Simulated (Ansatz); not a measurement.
# InPd (Pm-3m) in Ansatz: a series of runs

One crystal, InPd, is run at these levels: revPBE, BLYP, r2SCAN, PBE; tasks: relaxation of cell and atoms.

All numbers are computed with Ansatz 0.2.0; they aren't measurements. Logs are shortened: lines on timing, memory, paths and dates and some standing lists are left out, and cuts for length are marked.

### Step 1. The structure

Symmetry: Pm-3m, No. 221, cubic system. The conventional cell has a = 3.272 Å, b = 3.272 Å, c = 3.272 Å, α = 90.00°, β = 90.00°, γ = 90.00°. Around In (site symmetry m-3m) lie 8 Pd at 2.83 Å. Pd (site symmetry m-3m) has 8 In at 2.83 Å as nearest neighbours.

The cell comes from a database or a generator and needn't be the stable form of this composition.

### Step 2. Relaxation of cell and atoms, revPBE

The input, input.yaml:

```yaml
crystal:
  lattice:
    - [3.27188478, 0.0, 0.0]
    - [0.0, 3.27188478, 0.0]
    - [0.0, 0.0, 3.27188478]
  atoms:
    - { symbol: In, position: [0.0, 0.0, 0.0] }
    - { symbol: Pd, position: [0.5, 0.5, 0.5] }
hamiltonian:
  xc: revpbe
  pseudopotentials: { kind: paw }
kpoints:
  mp_grid: { grid: [8, 8, 8] }
scf:
  occupations: { method: fermi_dirac, width: 0.05 }
output:
  forces: true
  stress: true
  eigenvalues: true
relax:
  f_tol: 0.01
  max_steps: 40
  cell: { stress_tol: 0.05 }
```

Potentials or basis: Ansatz PAW.

Run with:

```console
$ ansatz run input.yaml --threads 2 --pin off --max-ram 5632MiB --backend cpu --events-out ev --progress --plain --runs-dir out
```

The program printed:

```text
Warning: RAYON_NUM_THREADS=2 ignored (pool sized by the plan → 2); use --threads N
Engine: ansatz 0.2.0, aarch64-unknown-linux-gnu
Pseudopotentials: kind: paw
Pseudopotential: In, paw, valence charge 13, recommended cutoff 420 eV (normal), In.paw.azcp
Pseudopotential: Pd, paw, valence charge 18, recommended cutoff 420 eV (normal), Pd.paw.azcp
Functional definition: revPBE
  parameter kappa = 1.245
  parameter beta = 0.06672455060314922
  exchange = pbe_x(kappa = kappa, mu = beta*pi^2/3)
  correlation = pbe_c(beta = beta)
Crystal: 2 atoms, lattice volume = 35.026 Å³
Basis set: ecut = 420 eV, 691 PW (Γ), exchange–correlation on 48×48×48 points (8 copies of the dense FFT grid, shifted against one another)
Bands: 20, of which v1, the nominal top of the filled ones, is band 16 counted from 1 (15 counted from 0)
Symmetry: 48 space group operations
Space group: Pm-3m (ITA 221), of the structure as read, at distance tolerance 3.3e-5 Å
k-points: 35 of 512
Non-local potential: In, projectors of the file, l = 0: 2, l = 1: 2, l = 2: 2, l = 3: 2
Non-local potential: Pd, projectors of the file, l = 0: 2, l = 1: 2, l = 2: 2, l = 3: 1
PAW form: soft (Blöchl's): semilocal exchange-correlation on the pseudo side does not see the compensation charge
PAW frozen core: In, regenerated for the run's functional, and the local potential with it (the file was generated under x = pbe(κ = 0.804, μ = 0.2195149727645171), c = pbe(β = 0.06672455060314922))
PAW frozen core: Pd, regenerated for the run's functional, and the local potential with it (the file was generated under x = pbe(κ = 0.804, μ = 0.2195149727645171), c = pbe(β = 0.06672455060314922))
PAW one-centre angular grid: In, 590 points (default); XC on 64 Gauss nodes
PAW one-centre angular grid: Pd, 590 points (default); XC on 64 Gauss nodes
Initial density: superposition of atomic densities (neutral atoms: chi_scale 0, normalization atom), corrected by the library's trained network
Initial wavefunctions: pseudopotential atomic-orbital guess
Functional: x = revpbe(κ = 1.245, μ = 0.2195149727645171), c = pbe(β = 0.06672455060314922)
SCF iter   1: F=—  HF=-12583.105036 eV  |F-HF|=—  |Δ(HF+E_count)|=         —  Δρ=5.22e-3  dr2=1.00e-2  ethr=1.77e-3  ⟨swp⟩=5.8  Hψ=3162  notcnv=0
preconditioner: auto → none  [metal: Δε(μ)=0.131 eV  Ē_g=14.624 eV  σ=0.050 eV  W_gap=0.49  n_scr=6 (ndim 8)  ℏωp=30.1 eV  f_vac=0.000  D(μ)=1.33/eV (n_scr^D=6)  sad-step TF]
SCF iter   2: F=—  HF=-12583.104180 eV  |F-HF|=—  |Δ(HF+E_count)|=   8.55e-4  Δρ=2.97e-3  dr2=3.91e-3  ethr=3.23e-5  ⟨swp⟩=1.7  Hψ=1050  notcnv=0
SCF iter   3: F=—  HF=-12583.103337 eV  |F-HF|=—  |Δ(HF+E_count)|=   8.44e-4  Δρ=3.75e-4  dr2=3.20e-5  ethr=1.26e-5  ⟨swp⟩=2.0  Hψ=809  notcnv=0
SCF iter   4: F=—  HF=-12583.103333 eV  |F-HF|=—  |Δ(HF+E_count)|=   3.92e-6  Δρ=1.18e-4  dr2=4.66e-6  ethr=1.03e-7  ⟨swp⟩=2.1  Hψ=1035  notcnv=0
iter 5 did not close the SCF: its close was put off for the readings that it lacked (scf_convergence_deferred on its scf_iter line)
SCF iter   5: F=-12583.103332 eV  HF=-12583.103332 eV  |F-HF|=7.86e-8  |Δ(HF+E_count)|=   8.28e-7  Δρ=2.23e-5  dr2=6.07e-8  ethr=1.50e-8  ⟨swp⟩=2.0  Hψ=1049  notcnv=0
SCF iter   6: F=-12583.103332 eV  HF=-12583.103332 eV  |F-HF|=1.35e-10  |Δ(HF+E_count)|=   9.62e-8  Δρ=1.75e-6  dr2=6.45e-10  ethr=1.96e-10  ⟨swp⟩=3.0  Hψ=2607  notcnv=0
SCF 1 converged in 6 iterations: F = -12583.103332 eV  dr2 = 6.45e-10
relax step   1: F+E_penalty+E_count = -12583.10333193 eV  Δ(F+E_penalty+E_count) = +0.000e0 eV  max|allowed force component| = 4.174e-30 eV/Å  Δτ_max = 0.0000 Å  P = +6.127 GPa  Ω = 35.026 Å³  (6 SCF iters, dr2 threshold 1.00e-7 eV, accepted)
Crystal: 2 atoms, lattice volume = 39.306 Å³
Basis set: ecut = 420 eV, 751 PW (Γ), exchange–correlation on 48×48×48 points (8 copies of the dense FFT grid, shifted against one another)
Initial density: handed on by an earlier stage of this run
Initial wavefunctions: those handed on with the density
iter 1 solved again at ethr=5.50e-4 eV; its pass at ethr=3.10e-3 eV (dr2=1.71e-1 eV) is discarded
SCF iter   1: F=—  HF=-12583.123184 eV  |F-HF|=—  |Δ(HF+E_count)|=         —  Δρ=1.62e-2  dr2=1.72e-1  ethr=5.50e-4  ⟨swp⟩=1.0  Hψ=3951  notcnv=0
preconditioner: auto → Resta (q_TF=auto, 2.622 Å⁻¹)  ε∞=5.3  [insulator: Δε(μ)=0.158 eV  Ē_g=13.765 eV  σ=0.050 eV  W_gap=0.66  n_scr=18 (ndim 8)  ℏωp=28.4 eV  f_vac=0.000  D(μ)=1.10/eV (n_scr^D=6)  ε∞_Penn≈5.3]
SCF iter   2: F=—  HF=-12583.092248 eV  |F-HF|=—  |Δ(HF+E_count)|=   3.09e-2  Δρ=8.13e-3  dr2=1.38e-2  ethr=5.50e-4  ⟨swp⟩=2.0  Hψ=1028  notcnv=0
preconditioner: auto → Kerker (q_TF=auto, 2.622 Å⁻¹)  [metal: Δε(μ)=0.070 eV  Ē_g=13.745 eV  σ=0.050 eV  W_gap=0.33  n_scr=18 (ndim 8)  ℏωp=28.4 eV  f_vac=0.000  D(μ)=1.62/eV (n_scr^D=18)]
SCF iter   3: F=—  HF=-12583.090159 eV  |F-HF|=—  |Δ(HF+E_count)|=   2.09e-3  Δρ=3.42e-3  dr2=3.18e-3  ethr=4.44e-5  ⟨swp⟩=2.3  Hψ=1282  notcnv=0  defer=3
SCF iter   4: F=—  HF=-12583.089808 eV  |F-HF|=—  |Δ(HF+E_count)|=   3.51e-4  Δρ=6.21e-4  dr2=8.87e-5  ethr=1.03e-5  ⟨swp⟩=2.1  Hψ=1200  notcnv=0  defer=3
SCF iter   5: F=—  HF=-12583.089866 eV  |F-HF|=—  |Δ(HF+E_count)|=   5.80e-5  Δρ=1.25e-4  dr2=4.36e-6  ethr=2.86e-7  ⟨swp⟩=2.0  Hψ=1234  notcnv=0  defer=3
SCF iter   6: F=—  HF=-12583.089866 eV  |F-HF|=—  |Δ(HF+E_count)|=   5.97e-7  Δρ=2.86e-5  dr2=3.56e-7  ethr=1.41e-8  ⟨swp⟩=2.4  Hψ=1093  notcnv=0  defer=3
SCF iter   7: F=-12583.089866 eV  HF=-12583.089866 eV  |F-HF|=9.08e-9  |Δ(HF+E_count)|=   2.15e-9  Δρ=5.65e-6  dr2=1.80e-8  ethr=6.45e-10  ⟨swp⟩=5.5  Hψ=2868  notcnv=0
[... 21 lines left out ...]
iter 4 did not close the SCF: its close was put off for the readings that it lacked (scf_convergence_deferred on its scf_iter line)
SCF iter   4: F=-12583.135463 eV  HF=-12583.135463 eV  |F-HF|=3.39e-9  |Δ(HF+E_count)|=   1.05e-7  Δρ=5.44e-6  dr2=4.70e-9  ethr=3.08e-9  ⟨swp⟩=2.2  Hψ=864  notcnv=0
iter 5 did not close the SCF: its close was put off for the readings that it lacked (scf_convergence_deferred on its scf_iter line)
SCF iter   5: F=-12583.135463 eV  HF=-12583.135463 eV  |F-HF|=2.56e-10  |Δ(HF+E_count)|=   5.36e-9  Δρ=1.05e-6  dr2=3.22e-10  ethr=1.52e-11  ⟨swp⟩=2.1  Hψ=1202  notcnv=0
SCF iter   6: F=-12583.135463 eV  HF=-12583.135463 eV  |F-HF|=1.46e-11  |Δ(HF+E_count)|=  8.55e-11  Δρ=2.52e-7  dr2=1.76e-11  ethr=1.04e-12  ⟨swp⟩=1.0  Hψ=1937  notcnv=0
SCF 4 converged in 6 iterations: F = -12583.135463 eV  dr2 = 1.76e-11
relax step   4: F+E_penalty+E_count = -12583.13546343 eV  Δ(F+E_penalty+E_count) = -3.730e-4 eV  max|allowed force component| = 2.695e-30 eV/Å  Δτ_max = 0.0000 Å  P = -0.057 GPa  Ω = 36.876 Å³  energy of the carried Pulay correction = -1.006e-3 eV  (6 SCF iters, dr2 threshold 2.00e-7 eV, accepted)
Crystal: 2 atoms, lattice volume = 36.857 Å³
iter 1 solved again at ethr=9.42e-9 eV; its pass at ethr=3.10e-3 eV (dr2=2.92e-6 eV) is discarded
SCF iter   1: F=—  HF=-12583.135456 eV  |F-HF|=—  |Δ(HF+E_count)|=         —  Δρ=7.53e-5  dr2=3.37e-6  ethr=9.42e-9  ⟨swp⟩=2.0  Hψ=3687  notcnv=0
preconditioner: auto → none  [metal: Δε(μ)=0.058 eV  Ē_g=14.195 eV  σ=0.050 eV  W_gap=0.27  n_scr=6 (ndim 8)  ℏωp=29.3 eV  f_vac=0.000  D(μ)=1.32/eV (n_scr^D=6)]
SCF iter   2: F=—  HF=-12583.135478 eV  |F-HF|=—  |Δ(HF+E_count)|=   2.15e-5  Δρ=2.10e-5  dr2=2.08e-7  ethr=9.42e-9  ⟨swp⟩=2.0  Hψ=802  notcnv=0
SCF iter   3: F=—  HF=-12583.135477 eV  |F-HF|=—  |Δ(HF+E_count)|=   4.52e-8  Δρ=5.54e-6  dr2=1.41e-8  ethr=6.72e-10  ⟨swp⟩=1.5  Hψ=725  notcnv=0
iter 4 did not close the SCF: its close was put off for the readings that it lacked (scf_convergence_deferred on its scf_iter line)
SCF iter   4: F=-12583.135477 eV  HF=-12583.135477 eV  |F-HF|=5.09e-11  |Δ(HF+E_count)|=   1.58e-9  Δρ=6.56e-7  dr2=6.65e-11  ethr=4.56e-11  ⟨swp⟩=2.1  Hψ=863  notcnv=0
iter 5 did not close the SCF: its close was put off for the readings that it lacked (scf_convergence_deferred on its scf_iter line)
SCF iter   5: F=-12583.135477 eV  HF=-12583.135477 eV  |F-HF|=3.64e-12  |Δ(HF+E_count)|=  7.28e-11  Δρ=1.21e-7  dr2=4.24e-12  ethr=1.00e-12  ⟨swp⟩=1.4  Hψ=726  notcnv=0
SCF iter   6: F=-12583.135477 eV  HF=-12583.135477 eV  |F-HF|=5.46e-12  |Δ(HF+E_count)|=  5.46e-12  Δρ=2.86e-8  dr2=1.79e-13  ethr=1.00e-12  ⟨swp⟩=1.3  Hψ=1581  notcnv=0
SCF 5 converged in 6 iterations: F = -12583.135477 eV  dr2 = 1.79e-13
relax step   5: F+E_penalty+E_count = -12583.13547748 eV  Δ(F+E_penalty+E_count) = -1.405e-5 eV  max|allowed force component| = 2.656e-29 eV/Å  Δτ_max = 0.0000 Å  P = -0.001 GPa  Ω = 36.857 Å³  energy of the carried Pulay correction = -9.958e-4 eV  (6 SCF iters, dr2 threshold 8.09e-9 eV, accepted)
Initial wavefunctions: pseudopotential atomic-orbital guess (no wavefunctions were taken with the density)
iter 1 solved again at ethr=3.77e-8 eV; its pass at ethr=3.10e-3 eV (dr2=1.17e-5 eV) is discarded
SCF iter   1: F=—  HF=-12583.136251 eV  |F-HF|=—  |Δ(HF+E_count)|=         —  Δρ=2.69e-4  dr2=1.42e-6  ethr=3.77e-8  ⟨swp⟩=3.0  Hψ=4944  notcnv=0
preconditioner: auto → none  [metal: Δε(μ)=0.059 eV  Ē_g=14.194 eV  σ=0.050 eV  W_gap=0.27  n_scr=6 (ndim 8)  ℏωp=29.3 eV  f_vac=0.000  D(μ)=1.32/eV (n_scr^D=6)]
SCF iter   2: F=—  HF=-12583.136337 eV  |F-HF|=—  |Δ(HF+E_count)|=   8.66e-5  Δρ=1.32e-4  dr2=2.94e-7  ethr=4.58e-9  ⟨swp⟩=2.9  Hψ=1345  notcnv=0
SCF iter   3: F=—  HF=-12583.136359 eV  |F-HF|=—  |Δ(HF+E_count)|=   2.17e-5  Δρ=2.56e-5  dr2=1.53e-8  ethr=9.50e-10  ⟨swp⟩=2.3  Hψ=984  notcnv=0
SCF iter   4: F=—  HF=-12583.136360 eV  |F-HF|=—  |Δ(HF+E_count)|=   8.23e-7  Δρ=2.75e-6  dr2=7.51e-10  ethr=4.94e-11  ⟨swp⟩=2.3  Hψ=1195  notcnv=0
SCF iter   5: F=—  HF=-12583.136360 eV  |F-HF|=—  |Δ(HF+E_count)|=   5.53e-9  Δρ=5.46e-7  dr2=8.67e-11  ethr=2.42e-12  ⟨swp⟩=2.4  Hψ=1058  notcnv=0
SCF iter   6: F=-12583.136360 eV  HF=-12583.136360 eV  |F-HF|=3.64e-12  |Δ(HF+E_count)|=  2.55e-11  Δρ=7.06e-8  dr2=1.07e-12  ethr=1.00e-12  ⟨swp⟩=5.6  Hψ=2718  notcnv=0
SCF 6 converged in 6 iterations: F = -12583.136360 eV  dr2 = 1.07e-12
relax step   6: F+E_penalty+E_count = -12583.13635990 eV  Δ(F+E_penalty+E_count) = -8.824e-4 eV  max|allowed force component| = 3.800e-29 eV/Å  Δτ_max = 0.0000 Å  P = -0.027 GPa  Ω = 36.857 Å³  stress off target by 2.73e-2 GPa  SCF on the basis re-selected at this cell (its energy is not comparable with the rows above)  (6 SCF iters)
basis re-selected at this cell: Δ(F+E_penalty+E_count) = -8.824e-4 eV, ΔP = -0.026 GPa vs the last step (what re-selecting the basis moved, of the pressure what is left beyond the Pulay correction that the steps carried, after the strain that the cell walked since its last selection, with what the two solves' SCF thresholds leave and, on support functions, any second-order correction that the steps lacked; it is no measure of the basis error at this ecutwfc). This SCF's stress stands 2.73e-2 GPa from its target on what of the cell is left free (relax.cell.stress_tol is 5.00e-2 GPa) and its largest allowed force component is 3.80e-29 eV/Å (relax.f_tol is 1.00e-2 eV/Å): within both
SCF converged after 6 iterations
Free energy (F): -12583.136360 eV
Harris-Foulkes:  -12583.136360 eV  (|F-HF|=3.64e-12)
Internal energy: -12583.126284 eV  (E = F + TS)
E sigma→0 (E₀):  -12583.131322 eV
Entropy (-TS):   -0.010076 eV (-5.038 meV/atom)
Fermi energy:    15.689484 eV
--- Per-component energies (eV) ---
  E_band       = -170.781662
  E_kinetic    = 758.570218
  E_local      = -3002.493985  (includes V_loc(G=0)·N_el)
  E_nonlocal   = 584.480332
  E_hartree    = 1217.715739
  E_xc         = -384.368833
  E_vxc        = -310.632467  (∫ρ·V_xc dr)
  E_paw        = -7918.813144  (= ΣΔE_a)
  E_vpaw       = -636.137512  (= ΣTr[D̂ρ^β])
  E_aug_tail   = 0.000240  (compensation charges beyond the density's cutoff)
  E_ewald      = -3838.187011
  E_core_change = -0.029840  (= ΣΔE_core)
  E_smearing   = -0.010076  (= −TS)
  E_closure    = 0.000000  (closes the sum)
  Σ components = -12583.136360   (vs F -12583.136360, Δ=0.00e0)
--- Forces (eV/Å), atoms counted from 1 ---
  atom   1  In    -0.00000000    -0.00000000     0.00000000
  atom   2  Pd     0.00000000     0.00000000    -0.00000000
  max |Σ_I F_I| component: 7.55e-29 eV/Å
--- Stress (GPa, compression-positive) ---
       -0.027276       0.000000       0.000000
        0.000000      -0.027276      -0.000000
        0.000000      -0.000000      -0.027276
  P = ⅓ Tr σ = -0.0273 GPa (-0.273 kbar)
--- Band table (eV; the first three rows and the last of 35) ---
  k-point 0: bands = ["-68.6111", "-34.3604", "-34.3604", "-34.3604", "0.8776", "0.8776", "1.2278", "1.2278", "1.2278", "6.1332", "12.1885", "12.1885", "13.6071", "13.6071", "13.6071", "19.9303", "19.9303", "19.9303", "24.5957", "25.9690"]
  k-point 1: bands = ["-68.6109", "-34.3642", "-34.3602", "-34.3602", "0.8843", "0.9223", "1.2142", "1.2142", "1.2316", "6.3711", "12.1944", "12.2210", "13.4478", "13.4478", "13.5989", "18.4331", "20.3858", "20.3858", "25.0887", "25.9022"]
  k-point 2: bands = ["-68.6105", "-34.3732", "-34.3595", "-34.3595", "0.9004", "1.0298", "1.1814", "1.1814", "1.2407", "7.0785", "12.1371", "12.2088", "13.1114", "13.1114", "13.5791", "16.2319", "21.6057", "21.6057", "25.3081", "25.7246"]
  k-point 34: bands = ["-68.6077", "-34.3814", "-34.3814", "-34.3814", "0.9956", "0.9956", "0.9956", "1.4087", "1.4087", "11.2173", "11.2173", "11.2173", "14.1786", "14.1786", "15.5363", "19.4973", "19.4973", "19.4973", "19.9678", "19.9678"]
--- Relaxed structure (5 steps of the walk, 4 accepted, 1 SCFs on fresh bases) ---
  F+E_penalty+E_count = -12583.13635990 eV   max|allowed force component| = 3.800e-29 eV/Å   (the final SCF, on the basis selected at the relaxed cell)
  cell:  # Å, volume = 36.8567 Å³
    - [3.32791499291879, -4.975319023000359e-34, 2.8888949165808538e-34]
    - [3.3703774026776627e-34, 3.32791499291879, 0.0]
    - [2.8888949165808538e-34, 0.0, 3.327914992918791]
  atoms:
    - { symbol: In, position: [-2.4955395907974647e-46, 1.5056886916543362e-47, -9.480262132638413e-48] }
    - { symbol: Pd, position: [0.5000000000000001, 0.5000000000000001, 0.5000000000000001] }
```

It took 5 s on 2 threads of Arm Neoverse V2, shared host; peak memory 0.32 GiB.

What came out:

```
Free energy                            : -12583.1364 eV
Relaxed volume                         : 18.43 Å³/atom
Relaxed cell                           : a = 3.328 Å, b = 3.328 Å, c = 3.328 Å, α = 90.00°, β = 90.00°, γ = 90.00°
Space group after relaxing (to 0.05 Å) : Pm-3m (No. 221)
Energy gained by relaxing              : 16.5 meV/atom
Ionic steps                            : 5
Pressure after relaxing                : 0.0 GPa
Band gap on the k mesh                 : none (metal or under the smearing width)
```

Step by step:
| step | energy change (eV) | largest force (eV/Å) | volume (Å³) |
| --- | --- | --- | --- |
| 1 | 0.0000 | 0.0000 | 35.03 |
| 2 | -0.0318 | 0.0000 | 37.04 |
| 3 | -0.0321 | 0.0000 | 36.88 |
| 4 | -0.0321 | 0.0000 | 36.86 |
| 5 | -0.0330 | 0.0000 | 36.86 |

Final structure:
```
In Pd
1.0
     3.32791    0.00000    0.00000
     0.00000    3.32791    0.00000
     0.00000    0.00000    3.32791
In Pd
1 1
Direct
  0.00000 0.00000 0.00000
  0.50000 0.50000 0.50000
```

Caveat: the plane-wave basis is chosen anew once the cell has moved, so the energies of steps on either side of that aren't comparable; the PAW data sets come from PBE, with cores solved anew for the run's functional, which leaves a small shift of forces and pressure.

[end of part 1 of 2]
